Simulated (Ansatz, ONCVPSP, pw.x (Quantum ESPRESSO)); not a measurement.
**tungsten: does the ONCV potential hold in the solid?**

tungsten (W), optimised norm-conserving Vanderbilt (ONCV), made with ONCVPSP 4.0.1 (PBE, scalar-relativistic). Core [Kr] 4d10 4f14, reference 5s2 5p6 5d4 6s0.5 (charge +1.5). Waves: 5s+6s: rc 1.60 bohr, ncon 4, nbas 8, qcut 7 1/bohr, 2 projectors; 5p: rc 1.65 bohr, ncon 4, nbas 8, qcut 10.6 1/bohr, 2 projectors, debl 3.6 Ha; 5d: rc 1.64 bohr, ncon 3, nbas 7, qcut 6.1 1/bohr, 2 projectors, debl 1.4 Ha. Local part: polynomial inside 1.50 bohr (lpopt 5, dvloc0 2 Ha). Core correction: Teter function, fcfact 2, rcfact 1.65.

Atomic tests: cutoffs needed: 30 Ha and 37 Ha (the cutoffs (Ha) at which the residual kinetic energy of the hardest occupied pseudo-wave falls to 1 and 0.1 mHa per electron); ghost test: no bound ghost flagged; no localised positive-energy state flagged; largest excitation error: +3.6 meV (all-electron minus pseudo) for 5s2 5p6 5d4.5 6s1.5, out of 4 test configurations.

Crystal test: sc W in pw.x 7.5, no spin, 12³ k-points, Fermi–Dirac smearing 0.01 Ry, cutoffs 85/340 Ry. The reference is all-electron LAPW (Ansatz 0.2.0) with the same functional, mesh and smearing; V0 and B0 come from Birch–Murnaghan fits to the pressures at five volumes. Errors are pseudo minus all-electron; Δ is the rms difference of the E(V) curves that follow from these fits, minima aligned, over ±6 % about the mean V0. Mesh and smearing are coarse, so the numbers serve the comparison and aren't converged zero-temperature values; the lattice is a test structure that the element need not adopt.

```csv
V (Å³/atom),P all-electron (GPa),P pseudo (GPa)
17.612,9.79,6.40
18.076,3.46,0.37
18.539,-2.09,-4.91
19.002,-6.95,-9.54
19.466,-11.21,-13.59
```

All-electron: a0 = 2.638 Å (V0 = 18.36 Å³/atom), B0 = 216.4 GPa.

Pseudopotential: mean pressure error (GPa): -2.86; a0 (Å): 2.626; a0 error (%): -0.46; B0 error (%): +0.9; Δ (meV/atom): 12.0.

Question: At the middle volume, how do free energy and pressure move when the wave cutoff is lowered (ecutrho kept at four times it)?

Answer:

```csv
cutoff (Ry),shift of F (meV/atom),shift of P (GPa)
38,+3372.4,-79.98
51,+685.4,-27.37
68,+47.1,-3.18
```

The run at the middle volume (84 k-points, 9 iterations) took about 12 s on one core of a shared host (AMD EPYC 9R14, 192 threads, 1480 GiB, load 38).
